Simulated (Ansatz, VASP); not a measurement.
**Two plane-wave programs on BeTe**

File INCAR:

```
PREC = Accurate
ENCUT = 550
EDIFF = 1E-7
ISMEAR = -1
SIGMA = 0.05
LREAL = F
LASPH = T
NELM = 60
ALGO = Fast
ISIF = 2
LWAVE = F
LCHARG = F
GGA = PE
NBANDS = 11
```

KPOINTS

```
Automatic mesh
0
Gamma
  8 8 8
```

POSCAR

```
BeTe
1.0
    0.0000000000      2.7700000000      2.7700000000
    2.7700000000      0.0000000000      2.7700000000
    2.7700000000      2.7700000000      0.0000000000
Te Be
1 1
Direct
    0.7500000000      0.7500000000      0.7500000000
    0.0000000000      0.0000000000      0.0000000000
```

KPOINTS_OPT

```
path GXWKGLUWLK,UX
15
line-mode
reciprocal
 0.0000000000  0.0000000000  0.0000000000  G
 0.5000000000  0.0000000000  0.5000000000  X

 0.5000000000  0.0000000000  0.5000000000  X
 0.5000000000  0.2500000000  0.7500000000  W

 0.5000000000  0.2500000000  0.7500000000  W
 0.3750000000  0.3750000000  0.7500000000  K

 0.3750000000  0.3750000000  0.7500000000  K
 0.0000000000  0.0000000000  0.0000000000  G

 0.0000000000  0.0000000000  0.0000000000  G
 0.5000000000  0.5000000000  0.5000000000  L

 0.5000000000  0.5000000000  0.5000000000  L
 0.6250000000  0.2500000000  0.6250000000  U

 0.6250000000  0.2500000000  0.6250000000  U
 0.5000000000  0.2500000000  0.7500000000  W

 0.5000000000  0.2500000000  0.7500000000  W
 0.5000000000  0.5000000000  0.5000000000  L

 0.5000000000  0.5000000000  0.5000000000  L
 0.3750000000  0.3750000000  0.7500000000  K

 0.6250000000  0.2500000000  0.6250000000  U
 0.5000000000  0.0000000000  0.5000000000  X
```

The input input.yaml:

```yaml
crystal:
  lattice:
    - [0.0, 2.77, 2.77]
    - [2.77, 0.0, 2.77]
    - [2.77, 2.77, 0.0]
  atoms:
    - { symbol: Te, position: [0.75, 0.75, 0.75] }
    - { symbol: Be, position: [0.0, 0.0, 0.0] }
hamiltonian:
  xc: pbe
  pseudopotentials: { kind: paw }
kpoints:
  mp_grid: { grid: [8, 8, 8] }
  band_path:
    path:
      - [[0.0, 0.0, 0.0], [0.5, 0.0, 0.5], [0.5, 0.25, 0.75], [0.375, 0.375, 0.75], [0.0, 0.0, 0.0], [0.5, 0.5, 0.5], [0.625, 0.25, 0.625], [0.5, 0.25, 0.75], [0.5, 0.5, 0.5], [0.375, 0.375, 0.75]]
      - [[0.625, 0.25, 0.625], [0.5, 0.0, 0.5]]
    npoints: 14
scf:
  occupations: { method: fermi_dirac, width: 0.05 }
  n_extra_bands: 6
output:
  forces: true
  stress: true
  eigenvalues: true
  fatbands: false
```

Alike in both runs: task band structure; functional PBE; k mesh 8 × 8 × 8; occupations fermi-dirac, width 0.05 eV; no spin polarisation.

|  | VASP | Ansatz |
| --- | --- | --- |
| version | VASP 6.6.1 | Ansatz 0.2.0 |
| potentials or method | VASP PAW PBE potentials, release 64 (Te_GW, Be_GW) | Ansatz PAW |
| plane-wave cutoff (eV) | 550 | 420 |
| valence electrons in the cell | 8 | 18 |

```tsv
	VASP	Ansatz	Ansatz less VASP
gap on the k mesh at the Fermi level (eV)	1.85	1.86	+0.015
least direct gap on the mesh (eV)	3.57	3.59	+0.013
gap along the band path (eV)	1.85	1.86	+0.015
pressure (GPa)	4.4	4.3	-0.11
```

The two sets of potentials don't hold the same shells in valence.

Caveats: spin-orbit coupling is left out, which moves the levels of the heavy elements.
